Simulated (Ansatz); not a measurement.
**GaP: where the heat goes in a short trajectory**

All numbers below come from DFT PBEsol, scalar-relativistic, plane waves, PAW (Ansatz 0.2.0). Cutoff 420 eV, shifted (0.5, 0.5, 0.5 steps) 2×2×2 k-points, Fermi–Dirac smearing of 0.052 eV. The mesh is coarse. No spin polarisation.

16 atoms start on the lattice sites below (V = 327.1 Å³, 1.01 times the source cell's; static pressure -1.36 GPa, largest force component 0.01 eV/Å) with velocities drawn for 600 K; Langevin thermostat aiming at the same temperature, fixed cell, 150 steps of 3 fs.

```xyz
16
Lattice="-5.4686 -5.4686 0.0000 -5.4686 0.0000 -5.4686 0.0000 -5.4686 -5.4686" Properties=species:S:1:pos:R:3 pbc="T T T"
Ga   -5.4686   -5.4686   -5.4686
Ga   -2.7343   -2.7343   -5.4686
Ga   -2.7343   -5.4686   -2.7343
Ga    0.0000   -2.7343   -2.7343
Ga   -5.4686   -2.7343   -2.7343
Ga   -2.7343    0.0000   -2.7343
Ga   -2.7343   -2.7343    0.0000
Ga    0.0000    0.0000    0.0000
P    -1.3672   -1.3672   -1.3672
P    -4.1015   -4.1015   -1.3672
P    -4.1015   -1.3672   -4.1015
P    -6.8358   -4.1015   -4.1015
P    -1.3672   -4.1015   -4.1015
P    -4.1015   -6.8358   -4.1015
P    -4.1015   -4.1015   -6.8358
P    -6.8358   -6.8358   -6.8358
```

| t (fs) | T (K) | kinetic energy (meV/atom) | potential energy over the first frame (meV/atom) | P with the kinetic part (GPa) |
| --- | --- | --- | --- | --- |
| 0.0 | 562 | 72.7 | 0.0 | -0.98 |
| 30.0 | 316 | 40.8 | 34.3 | -0.95 |
| 60.0 | 360 | 46.6 | 69.0 | -0.46 |
| 90.0 | 488 | 63.1 | 45.9 | -0.84 |
| 120.0 | 579 | 74.8 | 56.1 | -0.74 |
| 150.0 | 513 | 66.3 | 53.7 | -0.82 |
| 180.0 | 532 | 68.7 | 69.6 | -0.32 |
| 210.0 | 703 | 90.8 | 60.2 | -0.58 |
| 240.0 | 718 | 92.8 | 66.6 | -0.69 |
| 270.0 | 504 | 65.1 | 81.7 | -0.52 |
| 300.0 | 611 | 79.0 | 72.2 | -0.31 |
| 330.0 | 676 | 87.3 | 68.5 | -0.48 |
| 360.0 | 671 | 86.7 | 68.0 | -0.65 |
| 390.0 | 606 | 78.4 | 81.4 | -0.78 |
| 420.0 | 582 | 75.2 | 107.0 | -0.59 |
| 450.0 | 519 | 67.0 | 88.6 | -1.03 |

T counts 3N degrees of freedom. Means over every step of the second half, not only the rows shown: T = 618 K, kinetic energy 79.8 meV/atom, potential energy 78.8 meV/atom, P = -0.60 GPa.

Does the potential energy follow equipartition for harmonic vibrations?

In a harmonic crystal each vibration holds as much potential as kinetic energy on average; T is counted on all 3N degrees of freedom here, and the thermostat also drives the centre of mass, which has no potential energy, so the share is (N − 1)/N of the kinetic energy, 74.8 meV/atom. The run has 78.8, a ratio of 1.05. That is near one, as for a crystal vibrating about its sites. So short a run gives a rough mean.

Split the rise of pressure into the kinetic part and the rest. Can a thermal Grüneisen parameter be estimated?

The program counts the kinetic part as N k_B T/V = 0.42 GPa. The pressure lies 0.76 GPa over the static one in all, so the forces add 0.34 GPa. For a harmonic mode with ω ∝ V^(−γ) and an amplitude that scales with the cell, the forces add (2γ − 2/3)U/V, which needs no equipartition; when U equals the kinetic energy K, this and the kinetic part 2K/(3V) sum to the Mie–Grüneisen γE_th/V. With U = N × 78.8 meV, γ = 1/3 + V ΔP_forces/(2U) = 0.61, for harmonic vibrations a mean over the modes weighted by their potential energy, for uniform scaling of the cell (in a layered or otherwise anisotropic crystal this differs from γ under hydrostatic pressure). Most solids fall between 1 and 3, and tetrahedral, framework and layered ones often lower; anharmonic motion and pressure swings in a cell of 16 atoms make this value uncertain by tenths or more.

Cost: 1 run of about 31 core-minutes (earlier runs that led there not counted), on Arm Neoverse V1 (shared hosts).

The crystal starts with no vibrational potential energy, so the first exchange is mostly internal: by 30 fs the kinetic energy has fallen from 72.7 to 40.8 meV/atom while the potential energy has risen by 34.3. The later growth of their sum is heat supplied by the thermostat.

Heating relieves part of the static tension but not all of it, so at this volume the crystal would still tend to contract.

The small positive Grüneisen parameter fits the open tetrahedral network. Stretching the covalent bonds softens the optic and longitudinal modes, whereas the transverse acoustic modes near the zone boundary, which mainly bend bonds, stiffen on expansion and cancel part of the thermal pressure. The periodic cell admits only zone-centre and zone-boundary phonons, which probably gives these bending modes too much weight and pulls the mean down. Because classical nuclei excite all modes alike, the value says nothing about the negative thermal expansion known for such semiconductors at low temperature, where the soft bending modes dominate.
